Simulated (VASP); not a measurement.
# Si (Fd-3m) in VASP: Born charges and dielectric tensor with PBE

Aim: the Born charges and dielectric tensor of Si with PBE.

Everything below comes from runs of VASP 6.6.1. Logs are shortened: lines on timing, memory, paths and dates and some standing lists are left out, and cuts for length are marked.

## 1. Starting point

The structure is cubic, space group Fd-3m (No. 227). Conventional cell: a = 5.470 Å, b = 5.470 Å, c = 5.470 Å, α = 90.00°, β = 90.00°, γ = 90.00°. Around Si (site symmetry -43m) lie 4 Si at 2.37 Å.

## 2. Born charges and dielectric tensor, PBE

INCAR reads:

```
SYSTEM = Si
PREC = Accurate
ENCUT = 520
EDIFF = 1E-8
ISMEAR = 0
SIGMA = 0.02
LREAL = .False.
LASPH = .True.
NELM = 80
ALGO = Normal
ISIF = 2
LWAVE = .False.
LCHARG = .False.
GGA = PE
LEPSILON = .True.
IBRION = 8
NSW = 1
```

KPOINTS reads:

```
regular mesh
0
Gamma
  10 10 10
  0 0 0
```

POSCAR reads:

```
Si
1.0
    0.0000000000      2.7351080000      2.7351080000
    2.7351080000      0.0000000000      2.7351080000
    2.7351080000      2.7351080000      0.0000000000
Si
2
Direct
    0.7500000000      0.7500000000      0.7500000000
    0.5000000000      0.5000000000      0.5000000000
```

Potentials or basis: VASP PAW PBE potentials, release 64 (Si).

Started as:

```console
> cat potpaw_PBE.64/Si/POTCAR > POTCAR
> mpirun -np 1 vasp_std > vasp.out
```

OUTCAR:

```text
SYSTEM = Si
   PREC = Accurate
   ENCUT = 520
   EDIFF = 1E-8
   ISMEAR = 0
   LREAL = .False.
   LASPH = .True.
   NELM = 80
   ISIF = 2
   GGA = PE
   LEPSILON = .True.
   IBRION = 8
   NSW = 1

 ion  position               nearest neighbor table
   1  0.750  0.750  0.750-   2 2.37   2 2.37   2 2.37   2 2.37
   2  0.500  0.500  0.500-   1 2.37   1 2.37   1 2.37   1 2.37

  LATTYP: Found a face centered cubic cell.
 ALAT       =     5.4702160000

  Lattice vectors:

 A1 = (   0.0000000000,   2.7351080000,   2.7351080000)
 A2 = (   2.7351080000,   0.0000000000,   2.7351080000)
 A3 = (   2.7351080000,   2.7351080000,   0.0000000000)

Analysis of symmetry for initial positions (statically):
=====================================================================
 Subroutine PRICEL returns:
 Original cell was already a primitive cell.

 Routine SETGRP: Setting up the symmetry group for a
 face centered cubic supercell.

 Subroutine GETGRP returns: Found 48 space group operations
 (whereof 24 operations were pure point group operations)
 out of a pool of 48 trial point group operations.

The static configuration has the point symmetry T_d .
 The point group associated with its full space group is O_h .

Analysis of symmetry for dynamics (positions and initial velocities):
=====================================================================
 Subroutine PRICEL returns:
 Original cell was already a primitive cell.

 Routine SETGRP: Setting up the symmetry group for a
 face centered cubic supercell.

 Subroutine GETGRP returns: Found 48 space group operations
 (whereof 24 operations were pure point group operations)
 out of a pool of 48 trial point group operations.

The dynamic configuration has the point symmetry T_d .
 The point group associated with its full space group is O_h .

 Subroutine INISYM returns: Found 48 space group operations
 (whereof 24 operations are pure point group operations),
 and found     1 'primitive' translations

----------------------------------------------------------------------------------------

                                     Primitive cell

  volume of cell :      40.9217

  direct lattice vectors                    reciprocal lattice vectors
     0.000000000  2.735108000  2.735108000    -0.182808138  0.182808138  0.182808138
     2.735108000  0.000000000  2.735108000     0.182808138 -0.182808138  0.182808138
     2.735108000  2.735108000  0.000000000     0.182808138  0.182808138 -0.182808138

  length of vectors
     3.868026828  3.868026828  3.868026828     0.316632983  0.316632983  0.316632983

  position of ions in fractional coordinates (direct lattice)
     0.750000000  0.750000000  0.750000000
     0.500000000  0.500000000  0.500000000

  ion indices of the primitive-cell ions
   primitive index   ion index
                 1           1
                 2           2

----------------------------------------------------------------------------------------

 KPOINTS: regular mesh

Automatic generation of k-mesh.
 Grid dimensions read from file:
 generate k-points for:   10   10   10
[... 421 lines left out ...]
  free energy    TOTEN  =        -1.50607237 eV

  energy without entropy =       -1.50607237

------------------------ aborting loop because EDIFF is reached ----------------------------------------

--------------------------------------- Ionic step        2  -------------------------------------------

------------------------ aborting loop because EDIFF is reached ----------------------------------------

--------------------------------------- Ionic step        3  -------------------------------------------

------------------------ aborting loop because EDIFF is reached ----------------------------------------

 PIEZOELECTRIC TENSOR FIELD DIRECTION 3  (e Angst)
 -----------------------------------------------------------------------------
     0.00149  0.00000  0.00000           (  0.00000  0.00000  0.00000)
     0.00000  0.00149  0.00000           (  0.00000  0.00000  0.00000)
     0.00000  0.00000 -0.00738           (  0.00000  0.00000  0.00000)

 PIEZOELECTRIC TENSOR FIELD DIRECTION 3  (C/m^2)
 -----------------------------------------------------------------------------
     0.00058  0.00000  0.00000
     0.00000  0.00058  0.00000
     0.00000  0.00000 -0.00289

--------------------------------------- Ionic step        4  -------------------------------------------

 Free energy of the ion-electron system (eV)
  ---------------------------------------------------
  ---------------------------------------------------
  free energy    TOTEN  =        -0.01735903 eV

  energy without entropy =       -0.01735903

------------------------ aborting loop because EDIFF is reached ----------------------------------------

 INTERNAL STRAIN TENSOR  FOR ION    1  DIRECTION 1   (eV/Angst):
 -----------------------------------------------------------------------------
     0.00411  0.00000  0.00000
     0.00000 -0.00116 -8.70819
     0.00000 -8.70819 -0.00116

 MACROSCOPIC STATIC DIELECTRIC TENSOR (including local field effects in DFT)
 ------------------------------------------------------
          13.386008     0.000000     0.000000
           0.000000    13.386008     0.000000
          -0.000000     0.000000    13.386008
 ------------------------------------------------------

 PIEZOELECTRIC TENSOR (including local field effects)  for field in x, y, z        (e  Angst)
          XX          YY          ZZ          XY          YZ          ZX
  --------------------------------------------------------------------------------
  x    -0.00000     0.00000     0.00000     0.00000    -0.00000     0.00000
  y    -0.00000    -0.00000     0.00000    -0.00000     0.00000     0.00000
  z     0.00000     0.00000    -0.00000    -0.00000     0.00000     0.00000

 PIEZOELECTRIC TENSOR (including local field effects)  for field in x, y, z        (C/m^2)
          XX          YY          ZZ          XY          YZ          ZX
  --------------------------------------------------------------------------------
  x    -0.00000     0.00000     0.00000     0.00000    -0.00000     0.00000
  y    -0.00000    -0.00000     0.00000    -0.00000     0.00000     0.00000
  z     0.00000     0.00000    -0.00000    -0.00000     0.00000     0.00000

 BORN EFFECTIVE CHARGES (including local field effects) (in |e|, cummulative output)
 ---------------------------------------------------------------------------------
 ion    1
    1     0.00000     0.00000     0.00000
    2     0.00000     0.00000     0.00000
    3     0.00000     0.00000     0.00000
 ion    2
    1    -0.00000     0.00000    -0.00000
    2    -0.00000    -0.00000    -0.00000
    3     0.00000     0.00000    -0.00000

 INTERNAL STRAIN TENSOR FOR ION    2 for displacements in x,y,z  (eV/Angst):
          X           Y           Z          XY          YZ          ZX
  --------------------------------------------------------------------------------
  x    -0.00000     0.00000     0.00000     0.00000     8.70819     0.00000
  y     0.00000    -0.00000     0.00000     0.00000     0.00000     8.70819
  z     0.00000     0.00000    -0.00000     8.70819     0.00000     0.00000

 SECOND DERIVATIVES (NOT SYMMETRIZED)
 ------------------------------------
               1X          1Y          1Z          2X          2Y          2Z
  1X   -13.028153    0.000000    0.000000   13.028153    0.000000    0.000000
  1Y     0.000000  -13.028153    0.000000    0.000000   13.028153    0.000000
  1Z     0.000000    0.000000  -13.028153    0.000000    0.000000   13.028153
  2X    13.028153    0.000000    0.000000  -13.028153    0.000000    0.000000
  2Y     0.000000   13.028153    0.000000    0.000000  -13.028153    0.000000
  2Z     0.000000    0.000000   13.028153    0.000000    0.000000  -13.028153

 Eigenvectors and eigenvalues of the dynamical matrix
 ----------------------------------------------------

   1 f  =   15.058092 THz    94.612781 2PiTHz  502.283874 cm-1    62.275235 meV
             X         Y         Z           dx          dy          dz
      4.102662  4.102662  4.102662     0.707107    0.000000    0.000000
      2.735108  2.735108  2.735108    -0.707107    0.000000    0.000000
[... 11 lines left out ...]
   4 f  =    0.000000 THz     0.000000 2PiTHz    0.000000 cm-1     0.000000 meV
             X         Y         Z           dx          dy          dz
      4.102662  4.102662  4.102662     0.707107    0.000000    0.000000
      2.735108  2.735108  2.735108     0.707107    0.000000    0.000000

   5 f/i=    0.000000 THz     0.000001 2PiTHz    0.000003 cm-1     0.000000 meV
             X         Y         Z           dx          dy          dz
      4.102662  4.102662  4.102662     0.000000   -0.653281    0.270598
      2.735108  2.735108  2.735108     0.000000   -0.653281    0.270598

   6 f/i=    0.000000 THz     0.000001 2PiTHz    0.000007 cm-1     0.000001 meV
             X         Y         Z           dx          dy          dz
      4.102662  4.102662  4.102662     0.000000    0.270598    0.653281
      2.735108  2.735108  2.735108     0.000000    0.270598    0.653281

--------------------------------------------------------------------------------------------------------

 MACROSCOPIC STATIC DIELECTRIC TENSOR IONIC CONTRIBUTION
 ------------------------------------------------------
           0.000000     0.000000     0.000000
           0.000000     0.000000     0.000000
           0.000000     0.000000     0.000000
 ------------------------------------------------------

 ELASTIC MODULI CONTR FROM IONIC RELAXATION (kBar)
 Direction    XX          YY          ZZ          XY          YZ          ZX
 --------------------------------------------------------------------------------
 XX          -0.0000      0.0000      0.0000     -0.0000      0.0000     -0.0000
 YY           0.0000     -0.0000     -0.0000     -0.0000     -0.0000      0.0000
 ZZ           0.0000     -0.0000     -0.0000      0.0000     -0.0000     -0.0000
 XY          -0.0000     -0.0000      0.0000   -227.8925      0.0000      0.0000
 YZ           0.0000     -0.0000     -0.0000      0.0000   -227.8925      0.0000
 ZX          -0.0000      0.0000     -0.0000      0.0000      0.0000   -227.8925
 --------------------------------------------------------------------------------

 PIEZOELECTRIC TENSOR IONIC CONTR  for field in x, y, z        (C/m^2)
          XX          YY          ZZ          XY          YZ          ZX
  --------------------------------------------------------------------------------
  x     0.00000    -0.00000    -0.00000    -0.00000    -0.00000     0.00000
  y     0.00000     0.00000    -0.00000    -0.00000    -0.00000    -0.00000
  z    -0.00000    -0.00000     0.00000    -0.00000     0.00000     0.00000
```

Run time: 2.9 min. Hardware: 1 thread of AMD EPYC 9R45 (Zen 5), shared host; peak memory 0.23 GiB.

Results:

```yaml
Band_gap_on_the_k_mesh: 0.62 eV, indirect (least direct gap 2.56 eV)
Electronic_dielectric_tensor_diagonal: 13.39
Born_charges_mean_of_the_diagonal: Si +0.00 e
Highest_phonon_frequency_at_Γ: 502 cm⁻¹
```

Phonon frequencies in cm⁻¹ (negative: imaginary):
```
              q point        frequencies
(0.000, 0.000, 0.000)  0 0 0 502 502 502
```

Electronic dielectric tensor:
```
13.39  0.00  0.00
 0.00 13.39  0.00
 0.00  0.00 13.39
```

Born effective charge tensors (e):
atom 1, Si
```
0.00 0.00 0.00
0.00 0.00 0.00
0.00 0.00 0.00
```
atom 2, Si
```
0.00 0.00 0.00
0.00 0.00 0.00
0.00 0.00 0.00
```

Caveat: the gap is small at this level, which inflates the dielectric constant. A k mesh can miss the band edges.
